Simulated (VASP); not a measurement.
# ScAl₃: restarted molecular dynamics, 2 variants

ScAl₃, Pm-3m (no. 221), 12 atoms in the cell. PBE, molecular dynamics; PAW potentials Sc_sv, Al (PBE set).

| Restart from | Temperature at the end (K) | The same without a restart (K) | Potential energy at the end (eV/atom) | The same without a restart (eV/atom) | Electronic steps in the first step after the restart | Time (s) |
|---|---|---|---|---|---|---|
| CONTCAR with velocities, WAVECAR read | 890.0 | 890.0 | -4.69581 | -4.69581 | 5 | 231 |
| CONTCAR with velocities, no WAVECAR | 890.0 | 890.0 | -4.69581 | -4.69581 | 18 | 238 |

Limits: 120 fs of 12 atoms are too short for converged averages; the cell is only 4.1 Å across, so each atom moves in step with near copies of itself.

## Input of the first row

INCAR.step1:
```
ALGO = Fast
EDIFF = 1E-6
ENCUT = 240
GGA = PE
IBRION = 0
ISIF = 2
ISMEAR = -1
ISYM = 0
KPAR = 2
LASPH = True
LCHARG = False
LREAL = Auto
LWAVE = True
MDALGO = 4
NELM = 60
NELMIN = 4
NHC_NCHAINS = 3
NHC_PERIOD = 30
NSW = 30
POTIM = 2.0
PREC = Normal
RANDOM_SEED = 93724 0 0
SIGMA = 0.05
TEBEG = 1000
```

INCAR.step2, as INCAR.step1 but for:
```
- LWAVE = True
+ LWAVE = False
```

KPOINTS:
```
k-points
0
Gamma
  3 3 1
```

POSCAR.step1:
```
ScAl3
1.0
    4.0878065700      0.0000000000      0.0000000000
    0.0000000000      4.0878065700      0.0000000000
    0.0000000000      0.0000000000     12.2634197100
Sc Al
3 9
Direct
    0.0000000000      0.0000000000      0.0000000000
    0.0000000000      0.0000000000      0.3333333333
    0.0000000000      0.0000000000      0.6666666667
    0.5000000000      0.5000000000      0.0000000000
    0.5000000000      0.5000000000      0.3333333333
    0.5000000000      0.5000000000      0.6666666667
    0.0000000000      0.5000000000      0.1666666667
    0.0000000000      0.5000000000      0.5000000000
    0.0000000000      0.5000000000      0.8333333333
    0.5000000000      0.0000000000      0.1666666667
    0.5000000000      0.0000000000      0.5000000000
    0.5000000000      0.0000000000      0.8333333333
```

Commands (each step's output is kept before the next begins):
```
cat potpaw_PBE.64/Sc_sv/POTCAR potpaw_PBE.64/Al/POTCAR > POTCAR
cp INCAR.step1 INCAR
cp POSCAR.step1 POSCAR
mpirun -np 2 vasp_std > vasp.out
cp CONTCAR POSCAR
cp INCAR.step2 INCAR
mpirun -np 2 vasp_std > vasp.out
```

Changes of the last row against the first:
```
(step 1)
- LWAVE = True
+ LWAVE = False
```

VASP 6.6.1 took 231 s on 2 cores (Intel Xeon Platinum 8259CL @ 2.50GHz (Skylake/Cascade Lake)), a shared host.
